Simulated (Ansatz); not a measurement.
# Ni: searching below the plain SCF

Aim: test whether Ni has a self-consistent state below the best one that plain SCF starts reached, by the runs listed below. System: Ni, the measured crystal structure (space group Fm-3m, primitive cell doubled); the cell holds 2 atoms. Source: COD entry 9013029, which need not be the ambient phase.

The COD cell was measured well above room temperature, so it is larger than a cold one.

Program: Ansatz 0.2.0. Level of theory: DFT PBE, PAW, plane waves, scalar-relativistic. These are calculated values, not measurements.

## Step 1: The starting structure

Symmetry: Fm-3m, No. 225, cubic system. The conventional cell has a = 3.571 Å, b = 3.571 Å, c = 3.571 Å, α = 90.00°, β = 90.00°, γ = 90.00°. Ni (site symmetry m-3m) is surrounded by 12 Ni at 2.53 Å.

Structure file:

```
Ni
1.0
     0.00000   -1.78550   -1.78550
    -3.57100   -1.78550   -1.78550
     0.00000    1.78550   -1.78550
Ni
2
Direct
  0.00000 0.00000 0.00000
  0.00000 0.50000 0.50000
```

In tables a label like Ni2 counts atoms in the order of input.yaml; a structure file may count by element.

Known so far: 8 plain starts ended in 3 states. The lowest came from “spin on, no moments given (the program may seed its own), plain SCF”: ferromagnetic, site moments Ni1 0.68, Ni2 0.68 μB, total 1.27 μB per cell, no gap on the k-mesh, free energy -11679.4252 eV.

Runs to come: parallel moments, default search for lower states; opposed moments +-, default search for lower states; the moments typed in its input, symmetry off, plain SCF; the moments typed in its input, standard search for lower states; the moments typed in its input, symmetry off, default search.

“Plain SCF” means no search for lower states. The default search lets the program follow hints of a lower state (another filling of open shells, a soft direction), where it sees any. The standard and full searches may also try other magnetic orders and fillings, and need not reach the lowest state. With a search on, the program may also reshape the start on open shells. 

Moments by site are taken inside atomic spheres; the rest lies between them.

## Step 2: Parallel moments, default search for lower states

File input.yaml:

```yaml
crystal:
  lattice:
    - [0.0, -1.7855, -1.7855]
    - [-3.571, -1.7855, -1.7855]
    - [0.0, 1.7855, -1.7855]
  atoms:
    - { symbol: Ni, position: [0.0, 0.0, 0.0], spin: 2.0 }
    - { symbol: Ni, position: [0.0, 0.5, 0.5], spin: 2.0 }
magnetization:
  spin_polarized: true
hamiltonian:
  xc: pbe
  pseudopotentials: { kind: paw }
basis:
  ecutwfc: 420
kpoints:
  mp_grid: { grid: [13, 8, 11] }
scf:
  occupations: { method: gaussian, width: 0.1 }
output:
  forces: true
  stress: true
```

Launch:

```console
ansatz run input.yaml --threads 2 --pin off --max-ram 5120MiB --backend cpu --events-out ev --progress --plain --runs-dir out
```

Log (excerpt; [...] marks lines left out):

```text
Warning: crystal.symmetry: narrowed to the stabiliser of the k-point mesh — unitary ops 32 → 8; excluded 24 operations that carry a point of the 13×8×11 mesh (shift [0, 0, 0]) off the mesh (the run samples exactly the mesh kpoints.mp_grid names, as under crystal.symmetry.detect: false, [...]
Pseudopotentials: kind: paw
Pseudopotential: Ni, paw, valence charge 18, recommended cutoff 420 eV (normal), Ni.paw.azcp
Functional definition: PBE
[...]
Crystal: 2 atoms, lattice volume = 22.769 Å³
Basis set: ecut = 420 eV, 451 PW (Γ), exchange–correlation on 36×60×36 points (8 copies of the dense FFT grid, shifted against one another)
Bands: 24, of which v1, the nominal top of the filled ones, is band 18 counted from 1 (17 counted from 0)
Symmetry: 8 space group operations
k-points: 318 of 1144
[...]
Starting moments: Σ|m| = 4 μB on 2 of 2 sites
[...]
SCF iter   1: F=—  HF=-11678.252758 eV  |F-HF|=—  |Δ(HF+E_count)|=         —  Δρ=1.54e-1 (↑1.54e-1 ↓8.55e-2)  dr2=9.10e-1  dr2_m=2.91e0  M=1.937 μB ∫|m|=2.089 μB  β_m=0.30  ethr=2.53e-3  ⟨swp⟩=1.0  Hψ=75083  notcnv=0
[...]
SCF iter  10: F=-11679.425151 eV  HF=-11679.425151 eV  |F-HF|=5.30e-9  |Δ(HF+E_count)|=   9.00e-9  Δρ=5.52e-6 (↑1.68e-6 ↓5.52e-6)  dr2=6.01e-9  dr2_m=9.13e-10  M=1.272 μB ∫|m|=1.468 μB  ethr=3.50e-11  ⟨swp⟩=2.0  Hψ=50693  notcnv=0
[...]
SCF converged after 10 iterations
Magnetization: 1.2722 μB (18.6361 up, 17.3639 down)
Absolute magnetization: 1.4701 μB (∫|ρ↑−ρ↓|, with the PAW one-centre terms)
Spin contamination: 0.0154 ħ² per cell (⟨S²⟩ above its minimum at these occupations)
Per-site moments (μB) at R_I (Å): [(0.6773531712272913, 1.0415948051920791), (0.6773531712272913, 1.0415948051920791)]
Free energy (F): -11679.425151 eV
[...]
E sigma→0 (E₀):  -11679.416316 eV
Entropy (-TS):   -0.017669 eV (-8.834 meV/atom)
Fermi energy:    17.178279 eV
[... 24 lines left out: energy terms, forces, stress ...]
```

Wall time 7.4 s (2 threads of Intel Xeon 6975P-C (Granite Rapids), shared host); peak memory 0.57 GiB.

The run ends in the same state as step 1 (ferromagnetic); it took 10 iterations.

## Step 3: Opposed moments +-, default search for lower states

Edit input.yaml of step 2 so:

```diff
@@ -7,3 +7,3 @@
     - { symbol: Ni, position: [0.0, 0.0, 0.0], spin: 2.0 }
-    - { symbol: Ni, position: [0.0, 0.5, 0.5], spin: 2.0 }
+    - { symbol: Ni, position: [0.0, 0.5, 0.5], spin: -2.0 }
 magnetization:
```

Launch:

```console
ansatz run input.yaml --threads 2 --pin off --max-ram 5120MiB --backend cpu --events-out ev --progress --plain --runs-dir out
```

Log (excerpt; [...] marks lines left out):

```text
Warning: crystal.symmetry: narrowed to the stabiliser of the k-point mesh — unitary ops 16 → 4; excluded 12 operations that carry a point of the 13×8×11 mesh (shift [0, 0, 0]) off the mesh (the run samples exactly the mesh kpoints.mp_grid names, as under crystal.symmetry.detect: false, [...]
[... 11 lines as in an earlier run ...]
Symmetry: 4 space group operations
[... 5 lines as in an earlier run ...]
Starting moments: Σ|m| = 4 μB on 2 of 2 sites
[... 2 lines as in an earlier run ...]
spin-down is spin-up translated by (0, 0.5, 0.5): one eigenproblem is solved per k-point and the antiferromagnetic symmetry of the starting moments is kept exactly by this SCF (crystal.symmetry.spin_inversion_symmetry: false solves both channels; [...]
SCF iter   1: F=—  HF=-11678.410148 eV  |F-HF|=—  |Δ(HF+E_count)|=         —  Δρ=1.98e-1 (↑1.98e-1 ↓1.98e-1)  dr2=8.49e-1  dr2_m=7.89e0  M=0.000 μB ∫|m|=1.129 μB  β_m=0.30  ethr=2.36e-3  ⟨swp⟩=1.3  Hψ=38001  notcnv=0
[...]
Starting moments: Σ|m| = 4 μB on 2 of 2 sites; this step starts from the density that it was given
[...]
SCF iter   2: F=-11679.425151 eV  HF=-11679.425151 eV  |F-HF|=5.56e-8  |Δ(HF+E_count)|=   2.10e-9  Δρ=1.36e-5 (↑1.36e-5 ↓3.87e-6)  dr2=6.31e-8  dr2_m=4.96e-9  M=-1.272 μB ∫|m|=1.468 μB  ethr=3.89e-12  ⟨swp⟩=4.8  Hψ=47590  notcnv=0
[...]
the run went on to a lower state, not held to the crystal's whole symmetry: an SCF along what the orbitals of the run's state read of its open shells (or to have them read: on a GPU, or by another smearing), with the run's symmetry operations kept and the antiferromagnet's [...]
WARN: the starting moments were not kept: 1 of 2 ended reversed and 1 kept their direction, counting a site from 0.1 of the cell's largest site moment. The largest reversed, site 0 (counted from 0, in the order of the report's site_moments_mub), started with +2.0 μB and closes at -6.8e-1 [...]
SCF converged after 2 iterations
Magnetization: -1.2722 μB (17.3639 up, 18.6361 down)
Absolute magnetization: 1.4701 μB (∫|ρ↑−ρ↓|, with the PAW one-centre terms)
Spin contamination: 0.0154 ħ² per cell (⟨S²⟩ above its minimum at these occupations)
Per-site moments (μB) at R_I (Å): [(-0.6773203928193592, 1.0415948051920791), (-0.677382385393422, 1.0415948051920791)]
Free energy (F): -11679.425151 eV
[...]
E sigma→0 (E₀):  -11679.416316 eV
Entropy (-TS):   -0.017669 eV (-8.834 meV/atom)
Fermi energy:    17.178321 eV
[... 29 lines left out: energy terms, forces, stress, bands ...]
```

Run time: 69 s. Hardware: 2 threads of Intel Xeon 6975P-C (Granite Rapids), shared host; peak memory 1.4 GiB.

The run ends in the same state as step 1 (ferromagnetic); it took 26 iterations.

## Step 4: The moments typed in its input, symmetry off, plain SCF

Edit input.yaml of step 3 so:

```diff
@@ -7,3 +7,4 @@
     - { symbol: Ni, position: [0.0, 0.0, 0.0], spin: 2.0 }
-    - { symbol: Ni, position: [0.0, 0.5, 0.5], spin: -2.0 }
+    - { symbol: Ni, position: [0.0, 0.5, 0.5], spin: 2.0 }
+  symmetry: { detect: false, time_reversal: true }
 magnetization:
@@ -19,2 +20,3 @@
   occupations: { method: gaussian, width: 0.1 }
+  lower_state_search: "off"
 output:
```

Launch:

```console
ansatz run input.yaml --threads 2 --pin off --max-ram 5120MiB --backend cpu --events-out ev --progress --plain --runs-dir out
```

Log (excerpt; [...] marks lines left out):

```text
[... 11 lines as in an earlier run ...]
Symmetry: 1 space group operations
k-points: 573 of 1144 (time reversal used)
[... 4 lines as in an earlier run ...]
Starting moments: Σ|m| = 4 μB on 2 of 2 sites
[... 2 lines as in an earlier run ...]
[...]
SCF iter   1: F=—  HF=-11678.888335 eV  |F-HF|=—  |Δ(HF+E_count)|=         —  Δρ=1.28e-1 (↑1.09e-1 ↓1.28e-1)  dr2=5.06e-2  dr2_m=2.91e0  M=1.875 μB ∫|m|=2.102 μB  β_m=0.30  ethr=1.41e-4  ⟨swp⟩=1.0  Hψ=135098  notcnv=0
[...]
spin-set hold released at iteration 1 (the charge has settled, or the pull on large starting moments outlasts its swing): the magnetisation degrees of freedom join the quasi-Newton model from the next iteration; the mixer history was flushed
[...]
SCF iter  12: F=-11679.425151 eV  HF=-11679.425151 eV  |F-HF|=2.40e-9  |Δ(HF+E_count)|=   5.70e-9  Δρ=5.34e-6 (↑8.23e-7 ↓5.34e-6)  dr2=4.16e-9  dr2_m=1.39e-9  M=1.272 μB ∫|m|=1.468 μB  ethr=2.24e-11  ⟨swp⟩=2.0  Hψ=80372  notcnv=0
[...]
SCF converged after 12 iterations
Magnetization: 1.2722 μB (18.6361 up, 17.3639 down)
Absolute magnetization: 1.4701 μB (∫|ρ↑−ρ↓|, with the PAW one-centre terms)
Spin contamination: 0.0154 ħ² per cell (⟨S²⟩ above its minimum at these occupations)
Per-site moments (μB) at R_I (Å): [(0.6773427901935082, 1.0415948051920791), (0.6773497900974124, 1.0415948051920791)]
Free energy (F): -11679.425151 eV
[...]
E sigma→0 (E₀):  -11679.416316 eV
Entropy (-TS):   -0.017669 eV (-8.834 meV/atom)
Fermi energy:    17.178347 eV
[... 24 lines left out: energy terms, forces, stress ...]
```

Wall time 22 s (2 threads of Intel Xeon 6975P-C (Granite Rapids), shared host); peak memory 0.82 GiB.

This is the state of step 1 again (ferromagnetic), after 12 iterations.

## Step 5: The moments typed in its input, standard search for lower states

Edit input.yaml of step 4 so:

```diff
@@ -8,3 +8,2 @@
     - { symbol: Ni, position: [0.0, 0.5, 0.5], spin: 2.0 }
-  symmetry: { detect: false, time_reversal: true }
 magnetization:
@@ -20,3 +19,3 @@
   occupations: { method: gaussian, width: 0.1 }
-  lower_state_search: "off"
+  lower_state_search: standard
 output:
```

Launch:

```console
ansatz run input.yaml --threads 2 --pin off --max-ram 5120MiB --backend cpu --events-out ev --progress --plain --runs-dir out
```

Log (excerpt; [...] marks lines left out):

```text
[... 1 line as in an earlier run ...]
the run goes by scf.lower_state_search standard: where its kind and settings allow, a search for a lower-energy state can add stability tests and further SCF calculations, which can take several times, in some runs tens of times, as long as the SCF (see the manual's entry of the key); [...]
[... 17 lines as in an earlier run ...]
Starting moments: Σ|m| = 4 μB on 2 of 2 sites
[... 3 lines as in an earlier run ...]
SCF iter   1: F=—  HF=-11678.252758 eV  |F-HF|=—  |Δ(HF+E_count)|=         —  Δρ=1.54e-1 (↑1.54e-1 ↓8.55e-2)  dr2=9.10e-1  dr2_m=2.91e0  M=1.937 μB ∫|m|=2.089 μB  β_m=0.30  ethr=2.53e-3  ⟨swp⟩=1.0  Hψ=75083  notcnv=0
[...]
SCF iter  10: F=-11679.425151 eV  HF=-11679.425151 eV  |F-HF|=5.30e-9  |Δ(HF+E_count)|=   9.00e-9  Δρ=5.52e-6 (↑1.68e-6 ↓5.52e-6)  dr2=6.01e-9  dr2_m=9.13e-10  M=1.272 μB ∫|m|=1.468 μB  ethr=3.50e-11  ⟨swp⟩=2.0  Hψ=50693  notcnv=0
[...]
SCF converged after 10 iterations
Magnetization: 1.2722 μB (18.6361 up, 17.3639 down)
Absolute magnetization: 1.4701 μB (∫|ρ↑−ρ↓|, with the PAW one-centre terms)
Spin contamination: 0.0154 ħ² per cell (⟨S²⟩ above its minimum at these occupations)
Per-site moments (μB) at R_I (Å): [(0.6773531712272913, 1.0415948051920791), (0.6773531712272913, 1.0415948051920791)]
Free energy (F): -11679.425151 eV
[...]
E sigma→0 (E₀):  -11679.416316 eV
Entropy (-TS):   -0.017669 eV (-8.834 meV/atom)
Fermi energy:    17.178279 eV
[... 24 lines left out: energy terms, forces, stress ...]
```

Wall time 7.4 s (2 threads of Intel Xeon 6975P-C (Granite Rapids), shared host); peak memory 0.58 GiB.

This is the state of step 1 again (ferromagnetic), after 10 iterations.

## Step 6: The moments typed in its input, symmetry off, default search

Edit input.yaml of step 5 so:

```diff
@@ -7,3 +7,4 @@
     - { symbol: Ni, position: [0.0, 0.0, 0.0], spin: 2.0 }
-    - { symbol: Ni, position: [0.0, 0.5, 0.5], spin: 2.0 }
+    - { symbol: Ni, position: [0.0, 0.5, 0.5] }
+  symmetry: { detect: false, time_reversal: true }
 magnetization:
@@ -19,3 +20,2 @@
   occupations: { method: gaussian, width: 0.1 }
-  lower_state_search: standard
 output:
```

Launch:

```console
ansatz run input.yaml --threads 2 --pin off --max-ram 5120MiB --backend cpu --events-out ev --progress --plain --runs-dir out
```

Log (excerpt; [...] marks lines left out):

```text
[... 10 lines as in an earlier run ...]
Bands: 23, of which v1, the nominal top of the filled ones, is band 18 counted from 1 (17 counted from 0)
[... 6 lines as in an earlier run ...]
Starting moments: Σ|m| = 2 μB on 1 of 2 sites
[... 2 lines as in an earlier run ...]
[...]
SCF iter   1: F=—  HF=-11678.162367 eV  |F-HF|=—  |Δ(HF+E_count)|=         —  Δρ=1.29e-1 (↑1.24e-1 ↓1.29e-1)  dr2=8.06e-1  dr2_m=3.04e0  M=1.811 μB ∫|m|=1.925 μB  β_m=0.30  ethr=2.24e-3  ⟨swp⟩=1.0  Hψ=130507  notcnv=0
[...]
SCF iter  12: F=-11679.425151 eV  HF=-11679.425151 eV  |F-HF|=1.01e-9  |Δ(HF+E_count)|=  3.24e-10  Δρ=1.99e-6 (↑9.21e-7 ↓1.99e-6)  dr2=1.18e-9  dr2_m=1.20e-10  M=1.272 μB ∫|m|=1.468 μB  ethr=9.04e-12  ⟨swp⟩=1.7  Hψ=79122  notcnv=0
[...]
SCF converged after 12 iterations
Magnetization: 1.2722 μB (18.6361 up, 17.3639 down)
Absolute magnetization: 1.4701 μB (∫|ρ↑−ρ↓|, with the PAW one-centre terms)
Spin contamination: 0.0154 ħ² per cell (⟨S²⟩ above its minimum at these occupations)
Per-site moments (μB) at R_I (Å): [(0.6773557294281236, 1.0415948051920791), (0.6773490087842338, 1.0415948051920791)]
Free energy (F): -11679.425151 eV
[...]
E sigma→0 (E₀):  -11679.416316 eV
Entropy (-TS):   -0.017669 eV (-8.834 meV/atom)
Fermi energy:    17.178331 eV
[... 24 lines left out: energy terms, forces, stress ...]
```

Run time: 25 s. Hardware: 2 threads of Intel Xeon 6975P-C (Granite Rapids), shared host; peak memory 0.86 GiB.

This is the state of step 1 again (ferromagnetic), after 12 iterations.

## Step 7: The runs side by side

```
step  iterations  state  moments of Ni1 Ni2 (μB)  total (μB)  gap (eV)  pressure (GPa)  above lowest (meV/atom)
   1          11      1                0.68 0.68        1.27      none            -8.0                      0.0
   2          10      1                0.68 0.68        1.27      none            -8.0                      0.0
   3          26      1              -0.68 -0.68       -1.27      none            -8.0                      0.0
   4          12      1                0.68 0.68        1.27      none            -8.0                      0.0
   5          10      1                0.68 0.68        1.27      none            -8.0                      0.0
   6          12      1                0.68 0.68        1.27      none            -8.0                      0.0
```

States are numbered from the lowest. Starts by step: 2 parallel moments, default search for lower states; 3 opposed moments +-, default search for lower states; 4 the moments typed in its input, symmetry off, plain SCF; 5 the moments typed in its input, standard search for lower states; 6 the moments typed in its input, symmetry off, default search. Step 1 is the best of the earlier plain starts.

The 5 runs of this session took 2.2 min in all, from 7.4 s to 69 s each.

Decimal logarithm of the largest residual (eV) by iteration, counted through all cycles of a run:

```
iteration  step 2  step 3  step 4  step 5  step 6
        1     0.5     0.9     0.5     0.5     0.5
        2     0.3     0.7     0.2     0.3     0.2
        3     0.1     1.1    -1.4     0.1    -0.1
        4    -1.3    -1.2    -1.2    -1.3    -0.9
        5    -2.1    -1.6    -2.8    -2.1    -0.2
        6    -3.7    -3.9    -1.2    -3.7    -2.3
        8    -5.4    -6.8    -4.9    -5.4    -4.8
       10    -8.2    -8.8    -6.3    -8.2    -6.5
       12       -    -8.7    -8.4       -    -8.9
       15       -    -6.1       -       -       -
       17       -   -10.2       -       -       -
       19       -    -2.6       -       -       -
       21       -    -2.5       -       -       -
       24       -    -8.9       -       -       -
       26       -    -7.2       -       -       -
```

## Step 8: Summary of results

| quantity | value |
| --- | --- |
| distinct states | 1 from 6 converged runs, the best start of step 1 counted |
| lowest state | ferromagnetic |
| its moments | Ni1 0.68, Ni2 0.68 μB |
| total moment | 1.27 μB per cell |
| gap on the k-mesh | none |
| pressure | -8.0 GPa |
| largest force | 0.000 eV/Å |

**Reading.** Nothing lower turns up: the best plain start stands. Distinct end states: 1, from 6 converged runs. These are lowest states among those tried, not proven ground states. The mesh has less symmetry than the lattice, which lowers the symmetry of the run.
